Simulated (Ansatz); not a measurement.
Nb:

```
Nb
1.0
    -1.66395    1.66395    1.66395
     1.66395   -1.66395    1.66395
     1.66395    1.66395   -1.66395
Nb
1
Direct
  0.00000 0.00000 0.00000
```

Base run:

| Property | Result |
| --- | --- |
| Program | Ansatz 0.2.0 |
| Functional | PBE |
| Potentials or basis | all-electron LAPW, scalar-relativistic |
| Cutoff | 217 eV (chosen from the basis error) |
| Basis error allowed | 0.001 eV/atom |
| k mesh | 11 × 11 × 11 |
| Occupations | gaussian, width 0.018 eV |
| Spin | no spin polarisation |

Its results: pressure -1.7 GPa.

**Question.** The run is repeated on the same cell with these changes: functional from PBE to RPBE; occupations from gaussian, width 0.018 eV to fermi-dirac, width 0.05 eV. What comes out?

**Answer.** Pressure 0.8 GPa.
